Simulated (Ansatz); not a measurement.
**EuO under changes of volume**

One of the cells (17.013 Å³/atom); the others are scaled copies at fixed shape and fractional positions:

```
Eu O
1.0
     0.00000    2.57195    2.57195
     2.57195    0.00000    2.57195
     2.57195    2.57195    0.00000
Eu O
1 1
Direct
  0.00000 0.00000 0.00000
  0.50000 0.50000 0.50000
```

```yaml
Program: Ansatz 0.2.0
Functional: PBE
Potentials_or_basis: Ansatz PAW
Cutoff: "420 eV (not typed: the program's choice for these potentials)"
k_mesh: 9 × 9 × 9
Occupations: fermi-dirac, width 0.05 eV
Spin: collinear spin, ferromagnetic start
Starting_moments: "[7.0, 0.0] μB"
```

| volume (Å³/atom) | energy over the lowest point (meV/atom) | pressure (GPa) | moment (μB per cell) |
| --- | --- | --- | --- |
| 15.992 | ? | ? | ? |
| 16.333 | 0.00 | -0.7 | 6.96 |
| 16.673 | 3.30 | -2.5 | 6.97 |
| 17.013 | 10.27 | -4.1 | 6.98 |
| 17.354 | 20.65 | -5.6 | 6.98 |
| 17.694 | 33.99 | -6.9 | 6.99 |
| 18.034 | 49.89 | -8.0 | 6.99 |

Task: What does the run at 15.992 Å³/atom give?

Result: Energy over the lowest point 0.81 meV/atom; pressure 1.4 GPa; moment 6.95 μB per cell.

Worked out: A Birch-Murnaghan fit of order 3 (a polynomial in V^(-2/3)) to the other rows has its minimum at 16.23 Å³/atom, just outside them, with B0 = V·E''(V) = 98 GPa and B' = 4.6. It gives 0.96 meV/atom at 15.992 Å³/atom, against the run's 0.81, and -dE/dV = 1.5 GPa, against 1.4. A straight line through the other rows of the moment, of slope 0.0176 μB per Å³/atom, extrapolates to 6.96 μB, against the run's 6.95.

Energies are extrapolated to zero smearing.

Caveats: a cell with one magnetic atom can't hold antiferromagnetic order, which such compounds often take; without U or exact exchange the open f shell lies at the Fermi level, which spoils levels, moments and volumes.
